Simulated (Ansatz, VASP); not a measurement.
## One calculation of Ti, two programs

The input INCAR:

```
SYSTEM = Ti
PREC = Accurate
ENCUT = 520
EDIFF = 1E-8
ISMEAR = -1
SIGMA = 0.05
LREAL = .False.
LASPH = .True.
NELM = 100
ALGO = Normal
ISIF = 2
LWAVE = .False.
LCHARG = .False.
GGA = PS
LEFG = .True.
NBANDS = 12
```

KPOINTS

```
Automatic mesh
0
Gamma
  14 14 14
  0 0 0
```

POSCAR

```
Ti
1.0
   -1.6738200000      1.6738200000      1.6410000000
    1.6738200000     -1.6738200000      1.6410000000
    1.6738200000      1.6738200000     -1.6410000000
Ti
1
Direct
    0.0000000000      0.0000000000      0.0000000000
```

Input for Ansatz:

```yaml
crystal:
  lattice:
    - [-1.67382, 1.67382, 1.641]
    - [1.67382, -1.67382, 1.641]
    - [1.67382, 1.67382, -1.641]
  atoms:
    - { symbol: Ti, position: [0.0, 0.0, 0.0] }
kpoints:
  mp_grid: { grid: [14, 14, 14] }
scf:
  occupations: { method: fermi_dirac, width: 0.05 }
hamiltonian:
  xc: pbesol
  pseudopotentials: { kind: all_electron, datasets: crystal }
output:
  forces: true
  stress: true
  eigenvalues: true
  efg: { contact_densities: true }
```

Change from the starting cell: equal xx and yy strain of +2 %, crystal datasets.

Alike in both runs: task electric field gradients; functional PBEsol; k mesh 14 × 14 × 14; occupations fermi-dirac, width 0.05 eV; no spin polarisation.

|  | VASP | Ansatz |
| --- | --- | --- |
| version | VASP 6.6.1 | Ansatz 0.2.0 |
| potentials or method | VASP PAW PBE potentials, release 64 (Ti_sv) | all-electron PAW with datasets made for the crystal, scalar-relativistic |
| plane-wave cutoff (eV) | 520 | see its input |

Ansatz gave:

| Property | Result |
| --- | --- |
| pressure (GPa) | -10.0 |
| largest component of the traceless stress (GPa) | 0.40 |
| Vzz of the field gradient on the site that differs most (V/Å²) | -0.1 |

Problem. What did VASP give for the same quantities?

Solution. Pressure (GPa): -10.1; largest component of the traceless stress (GPa): 0.40; Vzz of the field gradient on the site that differs most (V/Å²): -0.1.

Ansatz ran all-electron here, so the differences hold the error of VASP's frozen core and of both bases.

Caveats: the PAW data sets were made with another functional, which shifts forces and pressure a little (VASP).
